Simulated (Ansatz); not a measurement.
# How far is PAW off for Si?

```
Si
1.0
    -2.25100    2.36850    1.27500
     2.25100   -2.36850    1.27500
     2.25100    2.36850   -1.27500
Si
2
Direct
  0.80700 0.60142 0.29442
  0.19300 0.44300 0.75000
```

Atoms are numbered in the order listed.

The cell comes from COD entry 9011656, which wasn't checked; take it as a given geometry. The listed cell was then made from it by scaling, straining or moving an atom.

Methods: DFT, PBE, PAW with Ansatz's default frozen-core files, scalar-relativistic (Ansatz 0.2.0); DFT, PBE, all-electron LAPW, scalar-relativistic (Ansatz 0.2.0).

For PAW: a Γ-centred 16×16×11 k mesh, Fermi–Dirac smearing of 0.08 eV, cutoff 420 eV, no spin polarisation; this mesh doesn't keep the crystal's whole symmetry, which leaves small spurious terms. LAPW targets a basis error of 0.5 meV/atom. The Ansatz runs share mesh, smearing and spin set-up. Plane-wave (PAW) pressures include the program's estimate of the Pulay term.

Stress and pressure are positive in compression.

The change that made this cell: atom 1 (Si) moved by (0.2000, 0.0000, 0.0000) Å.

PAW results:

```
              quantity     PAW
        pressure (GPa)   18.54
       stress xx (GPa)   22.37
       stress yy (GPa)   15.12
       stress zz (GPa)   18.13
       stress yz (GPa)   -0.08
       stress xz (GPa)    4.71
       stress xy (GPa)   -0.15
force on Si1, x (eV/Å)  -1.350
```

Problem. What does all-electron LAPW give for the same quantities?

Solution. 
| quantity | LAPW |
| --- | --- |
| pressure (GPa) | 18.52 |
| stress xx (GPa) | 22.36 |
| stress yy (GPa) | 15.07 |
| stress zz (GPa) | 18.12 |
| stress yz (GPa) | -0.08 |
| stress xz (GPa) | 4.70 |
| stress xy (GPa) | -0.15 |
| force on Si1, x (eV/Å) | -1.350 |
